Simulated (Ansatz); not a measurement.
Si: from a guess to a relaxed structure

Theory: Ansatz 0.2.0, DFT PBE, scalar-relativistic, plane waves, PAW. Cutoff 420 eV, Gaussian smearing, Γ-centred meshes. Cell and atoms relax first on a coarse mesh and then on a converged one. In between, the cell is made exact in the group found at 0.06 Å. The steps can't lower the symmetry of their start. No spin polarisation.

The cell of Si is invented: 4-connected net of one element (Cmcm, No. 63). The dimensions are guesses.

```
CELL_PARAMETERS angstrom
3.37636 -3.65212 0.00000
3.37636 3.65212 0.00000
0.00000 0.00000 6.34189
ATOMIC_POSITIONS crystal
Si 0.70093 0.96993 0.42509
Si 0.96993 0.70093 0.92509
Si 0.29907 0.03007 0.92509
Si 0.70093 0.96993 0.07491
Si 0.29907 0.03007 0.57491
Si 0.03007 0.29907 0.42509
Si 0.96993 0.70093 0.57491
Si 0.03007 0.29907 0.07491
```

Energies count from the standard state of Si at the same level.

**Question.** Which structure results?

**Answer.** The symmetry stays Cmcm (No. 63). The volume per atom grows by 23.1 %, from 19.6 to 24.1 Å³. The shortest distance goes from 2.18 Å (Si–Si) to 2.35 Å (Si–Si). The energy falls by about 0.28 eV/atom (the start's value is from the coarse mesh). Conventional cell: a = 7.440 Å, b = 7.671 Å, c = 6.746 Å. Si has 4 Si at 2.35–2.40 Å.

```cif
data_structure
_symmetry_space_group_name_H-M 'P 1'
_symmetry_Int_Tables_number 1
_cell_length_a 5.3432
_cell_length_b 5.3432
_cell_length_c 6.7462
_cell_angle_alpha 90.000
_cell_angle_beta 90.000
_cell_angle_gamma 91.755
_cell_volume 192.51
loop_
_atom_site_label
_atom_site_type_symbol
_atom_site_fract_x
_atom_site_fract_y
_atom_site_fract_z
_atom_site_occupancy
Si1 Si 0.69777 0.97949 0.42685 1
Si2 Si 0.97949 0.69777 0.92685 1
Si3 Si 0.30223 0.02051 0.92685 1
Si4 Si 0.69777 0.97949 0.07315 1
Si5 Si 0.30223 0.02051 0.57315 1
Si6 Si 0.02051 0.30223 0.42685 1
Si7 Si 0.97949 0.69777 0.57315 1
Si8 Si 0.02051 0.30223 0.07315 1
```

**Question.** Give its energy and gap.

**Answer.** The energy over the standard state is +0.208 eV/atom. The gap on the 6×6×4 mesh of the 8-atom cell is 0.71 eV.

So it is a metastable form at best.

The last run used Gaussian smearing of 0.02 eV. Kohn–Sham gaps at this level usually fall short of measured ones. Symmetry constrained the relaxation, so the result can be a saddle point. In all, the 3 runs took 96 s on 1 thread of Arm Neoverse V1, with other jobs on the host. Another cell of Si relaxed alike, in P6_3/mmc, lies 207 meV/atom lower, so this cell isn't the stable form at this level.
